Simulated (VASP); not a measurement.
All values below come from PBE GGA, VASP's PBE PAW potentials (set 64) (plane waves; VASP 6.6.1).

VASP input:

INCAR:
```
SYSTEM=CsPbI3
PREC=Accurate; ENCUT=300; LREAL=.FALSE.
LASPH=.TRUE.
EDIFF=1E-6; NELM=100; ALGO=Normal
LMAXMIX=4
ISMEAR=0; SIGMA=0.01
GGA=PE
ISIF=2
LWAVE=.FALSE.; LCHARG=.FALSE.
```

### KPOINTS
```
Automatic mesh
0
Gamma
  4 4 4
0 0 0
```

### POSCAR
```
CsPbI3
1
    6.3793070000     0.0000000000     0.0000000000
    0.0000000000     6.3793070000     0.0000000000
    0.0000000000     0.0000000000     6.3793070000
Cs Pb I
1 1 3
Direct
  0.5000000000   0.5000000000   0.5000000000
  0.0000000000   0.0000000000   0.0000000000
  0.0000000000   0.0000000000   0.5000000000
  0.5000000000   0.0000000000   0.0000000000
  0.0000000000   0.5000000000   0.0000000000
```

POTCAR, in this order: Cs_sv Pb_d I (PBE.64 set). Program: vasp_std.

The run wrote:

### OUTCAR
```
 ion  position               nearest neighbor table
   1  0.500  0.500  0.500-
   2  0.000  0.000  0.000-   3 3.19   4 3.19   5 3.19   3 3.19   5 3.19   4 3.19
   3  0.000  0.000  0.500-   2 3.19   2 3.19
   4  0.500  0.000  0.000-   2 3.19   2 3.19
   5  0.000  0.500  0.000-   2 3.19   2 3.19
  LATTYP: Found a simple cubic cell.
 ALAT       =     6.3793070000
 Subroutine PRICEL returns:
 Original cell was already a primitive cell.
 Subroutine GETGRP returns: Found 48 space group operations
The static configuration has the point symmetry O_h .
The dynamic configuration has the point symmetry O_h .
 Subroutine INISYM returns: Found 48 space group operations
 Subroutine IBZKPT returns following result:
 Found     10 irreducible k-points:

 Following reciprocal coordinates:
            Coordinates               Weight
  0.000000  0.000000  0.000000      1.000000
  0.250000  0.000000  0.000000      6.000000
  0.500000  0.000000  0.000000      3.000000
  0.250000  0.250000  0.000000     12.000000
  0.500000  0.250000  0.000000     12.000000
  0.500000  0.500000  0.000000      3.000000
...
```

OSZICAR:
```
       N       E                     dE             d eps       ncg     rms          rms(c)
DAV:   1     0.296127510838E+03    0.29613E+03   -0.13247E+04   528   0.910E+02
DAV:   2     0.147809579917E+02   -0.28135E+03   -0.27596E+03   668   0.270E+02
DAV:   3    -0.133802309149E+02   -0.28161E+02   -0.28106E+02   608   0.943E+01
DAV:   4    -0.144093409899E+02   -0.10291E+01   -0.10281E+01   740   0.253E+01
DAV:   5    -0.144367255767E+02   -0.27385E-01   -0.27376E-01   650   0.277E+00    0.332E+00
DAV:   6    -0.140642678095E+02    0.37246E+00   -0.63633E-01   714   0.487E+00    0.225E+00
DAV:   7    -0.140173199789E+02    0.46948E-01   -0.41479E-01   682   0.294E+00    0.111E+00
DAV:   8    -0.140257304703E+02   -0.84105E-02   -0.58478E-02   570   0.196E+00    0.254E-01
DAV:   9    -0.140243938394E+02    0.13366E-02   -0.88679E-03   664   0.792E-01    0.105E-01
DAV:  10    -0.140245964315E+02   -0.20259E-03   -0.99416E-04   552   0.165E-01    0.537E-02
DAV:  11    -0.140246508018E+02   -0.54370E-04   -0.24909E-04   654   0.104E-01    0.217E-02
DAV:  12    -0.140246515120E+02   -0.71017E-06   -0.26398E-05   694   0.459E-02    0.188E-02
DAV:  13    -0.140246513804E+02    0.13153E-06   -0.22811E-06   504   0.913E-03
   1 F= -.14024651E+02 E0= -.14024651E+02  d E =-.810000E-37
```

### OUTCAR
```
------------------------ aborting loop because EDIFF is reached ----------------------------------------
  FORCE on cell =-STRESS in cart. coord.  units (eV):
  Direction    XX          YY          ZZ          XY          YZ          ZX
  --------------------------------------------------------------------------------------
  Total        0.1675360      0.1675360      0.1675360      0.0000000      0.0000000     -0.0000000
  in kB        1.0339471      1.0339471      1.0339471      0.0000000      0.0000000     -0.0000000
  external PRESSURE =       1.0339471 kB  Pullay stress =       0.0000000 kB
  volume of cell :      259.61
      direct lattice vectors                 reciprocal lattice vectors
     6.379307000  0.000000000  0.000000000     0.156756839  0.000000000  0.000000000
     0.000000000  6.379307000  0.000000000     0.000000000  0.156756839  0.000000000
     0.000000000  0.000000000  6.379307000     0.000000000  0.000000000  0.156756839
 POSITION                                       TOTAL-FORCE (eV/Angst)
 -----------------------------------------------------------------------------------
      3.18965      3.18965      3.18965         0.000000      0.000000      0.000000
      0.00000      0.00000      0.00000         0.000000      0.000000      0.000000
      0.00000      0.00000      3.18965         0.000000      0.000000      0.000000
      3.18965      0.00000      0.00000         0.000000      0.000000      0.000000
      0.00000      3.18965      0.00000         0.000000      0.000000      0.000000
 -----------------------------------------------------------------------------------
    total drift:                                0.000000      0.000000     -0.000000
  FREE ENERGIE OF THE ION-ELECTRON SYSTEM (eV)
  ---------------------------------------------------
  free  energy   TOTEN  =       -14.0246513804 eV

  energy  without entropy=      -14.0246513804  energy(sigma->0) =      -14.02465138
```
(Selected blocks of OUTCAR.)

At this cut-off the stress carries a Pulay error, which pulls relaxed volumes low.

The structure comes from a computed database's CsPbI3 entry; how it stands against other phases isn't given here. The cell was not relaxed at this level.
